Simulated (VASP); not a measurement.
# Si (a cell with a defect) in VASP: further runs, part 2 of 2

VASP 6.6.1. Earlier steps stand in the parts before.

### Step 3. Relaxation of the atoms, PBE

File INCAR:

```
SYSTEM = Si
ALGO = Fast ; EDIFF = 1E-7
EDIFFG = -0.03 ; ENCUT = 520
GGA = PE ; IBRION = 2
ISIF = 2 ; ISMEAR = 0
LASPH = .True. ; LCHARG = .False.
LREAL = Auto ; LWAVE = .False.
NELM = 80 ; NSW = 80
PREC = Accurate ; SIGMA = 0.02
```

File KPOINTS:

```
k-points
0
Gamma
  2 2 2
  0 0 0
```

File POSCAR:

```
Si
1.0
    0.0000000000      5.4300000000      5.4300000000
    5.4300000000      0.0000000000      5.4300000000
    5.4300000000      5.4300000000      0.0000000000
Si
17
Direct
    0.0000000000      0.0000000000      0.0000000000
    0.1250000000      0.1250000000      0.1250000000
    0.0000000000      0.0000000000      0.5000000000
    0.1250000000      0.1250000000      0.6250000000
    0.0000000000      0.5000000000      0.0000000000
    0.1250000000      0.6250000000      0.1250000000
    0.0000000000      0.5000000000      0.5000000000
    0.1250000000      0.6250000000      0.6250000000
    0.5000000000      0.0000000000      0.0000000000
    0.6250000000      0.1250000000      0.1250000000
    0.5000000000      0.0000000000      0.5000000000
    0.6250000000      0.1250000000      0.6250000000
    0.5000000000      0.5000000000      0.0000000000
    0.6250000000      0.6250000000      0.1250000000
    0.5000000000      0.5000000000      0.5000000000
    0.6250000000      0.6250000000      0.6250000000
    0.5595915800      0.3074469600      0.3217613600
```

Potentials or basis: VASP PAW PBE potentials, release 64 (Si).

Command:

```bash
cat potpaw_PBE.64/Si/POTCAR > POTCAR
mpirun -np 1 vasp_std > vasp.out
```

OUTCAR:

```text
SYSTEM = Si
   EDIFF = 1E-7
   EDIFFG = -0.03
   ENCUT = 520
   GGA = PE
   IBRION = 2
   ISIF = 2
   ISMEAR = 0
   LASPH = .True.
   LREAL = Auto
   NELM = 80
   NSW = 80
   PREC = Accurate

 ion  position               nearest neighbor table
   1  0.000  0.000  0.000-   2 2.35   4 2.35   6 2.35  10 2.35
   2  0.125  0.125  0.125-   1 2.35   3 2.35   5 2.35   9 2.35
   3  0.000  0.000  0.500-   2 2.35   4 2.35   8 2.35  12 2.35
   4  0.125  0.125  0.625-   1 2.35   3 2.35   7 2.35  11 2.35
   5  0.000  0.500  0.000-   2 2.35   6 2.35   8 2.35  14 2.35
   6  0.125  0.625  0.125-   1 2.35   5 2.35   7 2.35  13 2.35
   7  0.000  0.500  0.500-   4 2.35   6 2.35   8 2.35  16 2.35
   8  0.125  0.625  0.625-   3 2.35   5 2.35   7 2.35  15 2.35
   9  0.500  0.000  0.000-   2 2.35  10 2.35  12 2.35  14 2.35
  10  0.625  0.125  0.125-  17 2.27   9 2.35  11 2.35  13 2.35   1 2.35
  11  0.500  0.000  0.500-  17 2.21  10 2.35  12 2.35  16 2.35   4 2.35
  12  0.625  0.125  0.625-  17 2.20   9 2.35  11 2.35  15 2.35   3 2.35
  13  0.500  0.500  0.000-  17 2.30  10 2.35  14 2.35  16 2.35   6 2.35
  14  0.625  0.625  0.125-  17 2.29   9 2.35  13 2.35  15 2.35   5 2.35
  15  0.500  0.500  0.500-  17 2.23  12 2.35  14 2.35  16 2.35   8 2.35
  16  0.625  0.625  0.625-   7 2.35  11 2.35  13 2.35  15 2.35
  17  0.560  0.307  0.322-  12 2.20  11 2.21  15 2.23  10 2.27  14 2.29  13 2.30

  LATTYP: Found a face centered cubic cell.
 ALAT       =    10.8600000000

  Lattice vectors:

 A1 = (   0.0000000000,   5.4300000000,   5.4300000000)
 A2 = (   5.4300000000,   0.0000000000,   5.4300000000)
 A3 = (   5.4300000000,   5.4300000000,   0.0000000000)

Analysis of symmetry for initial positions (statically):
=====================================================================
 Subroutine PRICEL returns:
 Original cell was already a primitive cell.

 Routine SETGRP: Setting up the symmetry group for a
 face centered cubic supercell.

 Subroutine GETGRP returns: Found  1 space group operations
 (whereof  1 operations were pure point group operations)
 out of a pool of 48 trial point group operations.

The static configuration has the point symmetry C_1 .

Analysis of symmetry for dynamics (positions and initial velocities):
=====================================================================
 Subroutine PRICEL returns:
[... 152 lines left out ...]
   LRPA    =     F    only Hartree local field effects (RPA)
 conjugate gradient relaxation of ions
 non-spin polarized calculation
 RMM-DIIS sequential band-by-band and
 Gauss-broadening in eV      SIGMA  =   0.02
  energy-cutoff  :      520.00
  volume of cell :      320.21
 maximum number of plane-waves:      8646
 NGX is ok and might be reduce to    60
   NGX = 29   NGY = 29   NGZ = 29

--------------------------------------- Ionic step        1  -------------------------------------------

 number of electron      68.0000003 magnetization

 Free energy of the ion-electron system (eV)
  ---------------------------------------------------
  ext. energy  EPLUGINS =         0.00000000
  ---------------------------------------------------
  free energy    TOTEN  =       -86.69168849 eV

  energy without entropy =      -86.68784391  energy(sigma->0) =      -86.68976620

------------------------ aborting loop because EDIFF is reached ----------------------------------------

  FORCE on cell =-STRESS in cart. coord.  units (eV):
  Direction    XX          YY          ZZ          XY          YZ          ZX
  --------------------------------------------------------------------------------------
  -------------------------------------------------------------------------------------
  Total       15.2217365     15.3626017     15.2061265      4.2926063     -4.2591361      4.2788603
  in kB       76.1632199     76.8680509     76.0851143     21.4784113    -21.3109406     21.4096320
  external PRESSURE =      76.3721284 kB  Pullay stress =       0.0000000 kB
[... 134 lines left out ...]
  FREE ENERGIE OF THE ION-ELECTRON SYSTEM (eV)
  ---------------------------------------------------
  free  energy   TOTEN  =       -87.4000507164 eV

  energy  without entropy=      -87.3972367010  energy(sigma->0) =      -87.39864371

[... ionic steps 4 to 31 ...]

--------------------------------------- Ionic step       32  -------------------------------------------

 number of electron      68.0000000 magnetization

------------------------ aborting loop because EDIFF is reached ----------------------------------------
[... 97 lines left out ...]
--------------------------------------- Ionic step       34  -------------------------------------------

 number of electron      68.0000000 magnetization

 Free energy of the ion-electron system (eV)
  ---------------------------------------------------
  ext. energy  EPLUGINS =         0.00000000
  ---------------------------------------------------
  free energy    TOTEN  =       -87.68270552 eV

  energy without entropy =      -87.68267417  energy(sigma->0) =      -87.68268984

 E-fermi :   6.6944     XC(G=0):  -9.6928

 val. band max:        6.6518569071   @ k =   0.5000   0.0000   0.0000
 cond. band min:       6.7391887175   @ k =   0.0000   0.0000   0.0000
 fundamental gap:      0.0873318104
 Fermi energy:         6.6944133813

 k-point     1 :       0.0000    0.0000    0.0000
  band No.  band energies     occupation
      1      -6.2151      2.00000
      2      -3.8713      2.00000
      3      -3.6425      2.00000
      4      -3.6338      2.00000
      5      -3.3582      2.00000
      6      -2.5167      2.00000
[... 401 lines left out ...]
  FREE ENERGIE OF THE ION-ELECTRON SYSTEM (eV)
  ---------------------------------------------------
  free  energy   TOTEN  =       -87.6827055164 eV

  energy  without entropy=      -87.6826741702  energy(sigma->0) =      -87.68268984

 reached required accuracy - stopping structural energy minimisation
```

OSZICAR:

```text
N       E                     dE             d eps       ncg     rms          rms(c)
DAV:   1     0.192432570559E+03    0.19243E+03   -0.26851E+04   688   0.132E+03
DAV:   2    -0.703825479632E+02   -0.26282E+03   -0.25269E+03   822   0.189E+02
DAV:   3    -0.883055425890E+02   -0.17923E+02   -0.17536E+02   888   0.433E+01
[... 340 lines left out ...]
RMM:   2    -0.876827039743E+02   -0.14908E-04   -0.20267E-04   688   0.641E-02    0.122E-02
RMM:   3    -0.876827049546E+02   -0.98032E-06   -0.35561E-05   692   0.290E-02    0.512E-03
RMM:   4    -0.876827054728E+02   -0.51820E-06   -0.75104E-06   743   0.129E-02    0.330E-03
RMM:   5    -0.876827055059E+02   -0.33110E-07   -0.12725E-06   685   0.554E-03    0.822E-04
RMM:   6    -0.876827055164E+02   -0.10468E-07   -0.30017E-07   479   0.259E-03
  34 F= -.87682706E+02 E0= -.87682690E+02  d E =-.366306E-03
```

CONTCAR:

```text
Si
   1.00000000000000
     0.0000000000000000    5.4299999999999997    5.4299999999999997
     5.4299999999999997    0.0000000000000000    5.4299999999999997
     5.4299999999999997    5.4299999999999997    0.0000000000000000
  Si
    17
Direct
     0.9887050965102826    0.9978068913621629    0.9987850819337429
     0.0646151708386321    0.1445883700628083    0.1456063544907868
     0.9896659781322075    0.9974564882102999    0.5149377390677480
     0.1345525715755611    0.1095300740719646    0.6283922305835288
     0.9896996703383966    0.5140012118071079    0.9984129541307597
     0.1350180338959210    0.6273007824251967    0.1103495583201920
[... 9 lines left out ...]
     0.6837563987295376    0.6049655152308404    0.6058135387287659
     0.5564220068153539    0.3139346381910909    0.3153271693714669

  0.00000000E+00  0.00000000E+00  0.00000000E+00
  0.00000000E+00  0.00000000E+00  0.00000000E+00
  0.00000000E+00  0.00000000E+00  0.00000000E+00
  0.00000000E+00  0.00000000E+00  0.00000000E+00
  0.00000000E+00  0.00000000E+00  0.00000000E+00
  0.00000000E+00  0.00000000E+00  0.00000000E+00
[... 9 lines left out ...]
  0.00000000E+00  0.00000000E+00  0.00000000E+00
  0.00000000E+00  0.00000000E+00  0.00000000E+00
```

Run time: 42 min. Hardware: 1 thread of AMD EPYC 9R45 (Zen 5), shared host; peak memory 0.5 GiB.

What came out:

| Item | Value |
| --- | --- |
| Free energy | -87.6827 eV |
| Energy gained by relaxing | 58.3 meV/atom |
| Ionic steps | 34 |
| Pressure after relaxing | 4.6 GPa |
| Largest force after relaxing | 0.028 eV/Å |
| Band gap on the k mesh | 0.09 eV, indirect (least direct gap 0.47 eV) |

Forces in eV/Å, atoms in the order of the input:
```
Si   0.003  0.015  0.008
Si  -0.011  0.007  0.020
Si   0.001 -0.013  0.003
Si  -0.001  0.001  0.014
Si   0.008  0.002 -0.015
Si   0.004  0.005 -0.009
Si  -0.011 -0.004  0.006
Si  -0.001 -0.010 -0.017
Si  -0.013  0.000 -0.020
Si  -0.005  0.007 -0.019
Si   0.000  0.014  0.000
Si  -0.002 -0.007 -0.022
Si   0.008 -0.020  0.018
Si   0.003 -0.009 -0.001
Si   0.015  0.003  0.008
Si   0.008  0.013  0.019
Si  -0.004 -0.004  0.008
```

The path:
```csv
step,energy change (eV),largest force (eV/Å),pressure (GPa)
1,0.0000,2.7048,7.64
2,-0.7074,0.7336,6.29
3,-0.7084,0.7236,6.30
4,-0.7926,0.4175,6.13
5,-0.7948,0.4186,6.10
6,-0.8274,0.2716,6.03
7,-0.8345,0.2457,5.98
8,-0.8639,0.2204,5.91
9,-0.9187,0.3676,5.66
10,-0.8872,0.8123,5.13
11,-0.9281,0.5346,5.48
12,-0.9449,0.4664,5.38
13,-0.9761,0.2546,5.09
14,-0.9576,0.3819,4.48
15,-0.9817,0.1214,4.89
16,-0.9843,0.0642,4.87
17,-0.9850,0.0522,4.86
18,-0.9854,0.0462,4.86
19,-0.9861,0.0306,4.86
20,-0.9861,0.0392,4.86
21,-0.9865,0.0311,4.86
22,-0.9868,0.0402,4.87
23,-0.9871,0.0339,4.87
24,-0.9872,0.0316,4.87
25,-0.9876,0.0369,4.85
26,-0.9885,0.0575,4.80
27,-0.9874,0.1126,4.69
28,-0.9887,0.0670,4.78
29,-0.9889,0.0635,4.77
30,-0.9896,0.0529,4.74
31,-0.9904,0.0462,4.68
32,-0.9903,0.0612,4.56
33,-0.9907,0.0520,4.62
34,-0.9910,0.0282,4.61
```

Final structure:
```
Si
1.0
     0.00000    5.43000    5.43000
     5.43000    0.00000    5.43000
     5.43000    5.43000    0.00000
Si
17
Cartesian
  10.8415 10.7921 10.7868
  1.5758 1.1415 1.1360
  8.2123 8.1700 10.7901
  4.0069 4.1428 1.3254
  8.2124 10.7955 8.1651
  4.0054 1.3323 4.1394
  5.2013 2.9497 2.9443
  6.8150 4.1466 4.1417
  0.2047 2.5131 2.5116
  1.2635 3.9841 3.9830
  8.0548 5.5220 8.0315
  4.1603 6.8892 3.9845
  8.0544 8.0396 5.5191
  4.1601 3.9870 6.8847
  5.5367 5.5245 5.5211
  6.5745 7.0024 6.9978
  3.4169 4.7336 4.7260
```

Levels at points of the mesh, in eV from the valence-band top:
```
           k point  band 32  band 33  band 34  band 35  band 36  band 37
(0.00, 0.00, 0.00)    -0.58    -0.57    -0.39     0.09     0.09     0.41
(0.50, 0.00, 0.00)    -1.15    -1.15     0.00     0.53     0.53     1.35
(0.00, 0.50, 0.00)    -1.24    -0.73    -0.22     0.39     0.74     1.06
(0.00, 0.00, 0.50)    -1.24    -0.73    -0.22     0.38     0.74     1.06
(0.50, 0.50, 0.50)    -1.24    -0.72    -0.22     0.38     0.74     1.05
(0.50, 0.50, 0.00)    -1.60    -0.31    -0.15     0.60     1.57     1.60
(0.00, 0.50, 0.50)    -1.59    -0.31    -0.15     0.60     1.57     1.60
(0.50, 0.00, 0.50)    -1.60    -0.31    -0.15     0.60     1.57     1.60
```

Caveat: the k mesh is coarse (spacing up to 0.50 Å⁻¹), so the values aren't converged.
